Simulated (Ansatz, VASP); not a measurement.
## Two plane-wave programs on C

```
C
1.0
     1.23248    0.71157    3.35822
    -1.23248    0.71157    3.35822
     0.00000   -1.42314    3.35822
C
2
Direct
  0.16661 0.16661 0.16661
  0.83339 0.83339 0.83339
```

Alike in both runs: functional PBE; dispersion D3(BJ); k mesh 15 × 15 × 15; occupations gaussian, width 0.02 eV; no spin polarisation.

Ansatz relaxed the structure, and its values are those at the end. VASP's run is a single point on that final structure, the one shown.

|  | VASP | Ansatz |
| --- | --- | --- |
| version | VASP 6.6.1 | Ansatz 0.2.0 |
| potentials or method | VASP PAW PBE potentials, release 64 (C) | scalar-relativistic, plane waves, PAW |
| plane-wave cutoff (eV) | 520 | 420 |
| valence electrons in the cell | 8 | 8 |

```tsv
	VASP	Ansatz	Ansatz less VASP
gap on the k mesh at the Fermi level (eV)	0.65	0.65	-0.001
least direct gap on the mesh (eV)	0.65	0.65	-0.001
pressure (GPa)	0.5	0.0	-0.44
```

Caveats: an odd mesh through Γ misses points on the zone boundary, where band edges often lie.
